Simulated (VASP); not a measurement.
**CdTe: single point with r2SCAN**

**Measured values to compare with.**

A printed reference work, data compilation reports, for a bulk crystal of CdTe at 0 K: band gap 1.607 eV.

Crystal: CdTe.

```xyz
2
Lattice="3.2310 3.2310 0.0000 -3.2310 3.2310 0.0000 0.0000 3.2310 3.2310" Properties=species:S:1:pos:R:3 pbc="T T T"
Cd    0.0000    0.0000    0.0000
Te    1.6155    4.8465    1.6155
```

- Program: VASP 6.6.1
- Task: single point
- Functional: r2SCAN
- Potentials or basis: VASP PAW PBE potentials, release 64 (Cd, Te)
- Cutoff: 520 eV
- k mesh: 6 × 6 × 6
- Occupations: gaussian, width 0.01 eV
- Spin: no spin polarisation

* Pressure: 2.1 GPa
* Band gap on the k mesh: 1.30 eV, direct

Levels at points of the mesh, in eV from the valence-band top:
```
           k point  band 5  band 6  band 7  band 8  band 9  band 10  band 11  band 12  band 13  band 14
(0.00, 0.00, 0.00)   -8.30   -8.30    0.00    0.00    0.00     1.30     5.02     5.02     5.02     7.95
(0.50, 0.00, 0.00)   -8.29   -7.92   -4.55   -0.81   -0.81     2.24     5.58     5.58     7.43     9.28
(0.50, 0.50, 0.00)   -8.27   -7.77   -4.40   -1.94   -1.94     2.86     2.98     9.52     9.87     9.87
```

Run time: 73 s on 1 thread of Intel Xeon 6975P-C (shared host), peak memory 0.22 GiB.

A measured gap of CdTe is 1.607 eV (0 K; a printed reference work, data compilation); the calculated 1.30 eV misses it by -0.31 eV. Spin-orbit coupling on Cd, Te is left out. The value is that of r2SCAN, without temperature or zero-point motion.

Caveat: the PAW data sets were made with another functional, which shifts forces and pressure a little; spin-orbit coupling is left out, which moves the levels of the heavy elements.
